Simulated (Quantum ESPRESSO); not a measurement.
## Ta under changes of volume

One of the cells (18.010 Å³/atom); the others are scaled copies at fixed shape and fractional positions:

```
Ta
1.0
    -1.65128    1.65128    1.65128
     1.65128   -1.65128    1.65128
     1.65128    1.65128   -1.65128
Ta
1
Direct
  0.00000 0.00000 0.00000
```

| Property | Result |
| --- | --- |
| Program | Quantum ESPRESSO 7.5 |
| Functional | PBEsol |
| Potentials or basis | PseudoDojo 0.4.1 SR PBEsol standard |
| Cutoff | 789 eV |
| Density cutoff | 3157 eV |
| k mesh | 11 × 11 × 11 |
| Occupations | fermi-dirac, width 0.05 eV |
| Spin | no spin polarisation |

```csv
volume (Å³/atom),energy over the lowest point (meV/atom),pressure (GPa)
16.930,19.92,9.5
17.290,4.42,4.4
17.650,0.00,-0.1
18.010,?,?
18.371,19.62,-7.9
18.731,41.53,-11.1
19.091,70.35,-14.1
```

Question: What does the run at 18.010 Å³/atom give?

Answer: Energy over the lowest point 5.45 meV/atom; pressure -4.2 GPa.

Worked out: A Birch-Murnaghan fit of order 3 (a polynomial in V^(-2/3)) to the other rows has its minimum at 17.62 Å³/atom with B0 = V·E''(V) = 216 GPa and B' = 4.8. It gives 5.41 meV/atom at 18.010 Å³/atom, against the run's 5.45, and -dE/dV = -4.4 GPa, against -4.2.

Energies are extrapolated to zero smearing.
